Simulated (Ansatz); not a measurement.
Input:

```yaml
crystal:
  lattice:
    - [0.00000, 2.79911, 2.79911]
    - [2.79911, 0.00000, 2.79911]
    - [2.79911, 2.79911, 0.00000]
  atoms:
    - { symbol: Sr, position: [0.00000, 0.00000, 0.00000] }
    - { symbol: F, position: [0.25000, 0.25000, 0.25000] }
    - { symbol: F, position: [0.75000, 0.75000, 0.75000] }
```

No spin polarisation.

All numbers come from Kohn–Sham DFT with the PBEsol functional, run in Ansatz (an electronic-structure program) with PAW and 420 eV plane waves, no spin-orbit coupling. Γ-centred 10×10×10 mesh, Fermi–Dirac width 0.05 eV.

### Question
Predict the gap character, electron mass and band gap.

### Answer
* **Gap character**: indirect, X → Γ
* **Electron mass**: 0.51 mₑ (at Γ)
* **Band gap**: 7.37 eV

Load acts through the strain it causes; cell and atoms are relaxed under it. Masses are band curvatures over ±0.01 Å⁻¹ around the edge. Whether these cells are dynamically stable was not tested. No other phases were tried under pressure. The cell was made from SrF₂ in the fluorite structure (space group Fm-3m, No. 225) by this change: pressure 7.5 GPa.
